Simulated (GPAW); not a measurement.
The system is MoS2, a slab with vacuum.

```
CELL_PARAMETERS angstrom
3.18454 0.00000 0.00000
-1.59227 2.75789 0.00000
0.00000 0.00000 21.67053
ATOMIC_POSITIONS crystal
Mo 0.33333 0.66667 0.85116
Mo 0.66667 0.33333 0.14884
S 0.66667 0.33333 0.77963
S 0.33333 0.66667 0.07725
S 0.66667 0.33333 0.92275
S 0.33333 0.66667 0.22037
```

Base run:

| Item | Value |
| --- | --- |
| Program | GPAW 26.7.0 |
| Functional | r2SCAN |
| Potentials or basis | GPAW PAW data sets (gpaw-data 1.2.1) |
| Cutoff | 600 eV |
| Basis | pw |
| k mesh | 6 × 6 × 1 |
| Occupations | fermi-dirac, width 0.05 eV |
| Spin | no spin polarisation |

Its results: band gap on the k mesh 1.32 eV, indirect (least direct gap 1.73 eV); largest force 0.046 eV/Å.

Problem. The run is repeated on the same cell with these changes: cutoff from 600 eV to 500 eV; k mesh from 6 × 6 × 1 to 8 × 8 × 1. What comes out?

Solution. Band gap on the k mesh 1.50 eV, indirect (least direct gap 2.04 eV); largest force 0.040 eV/Å.

Caveats: the PAW data sets were made with another functional, which shifts forces and pressure a little; the cutoff is short for stress and forces, so pressures can be off by a GPa or more (some runs).

Not every run made on this cell is shown here.
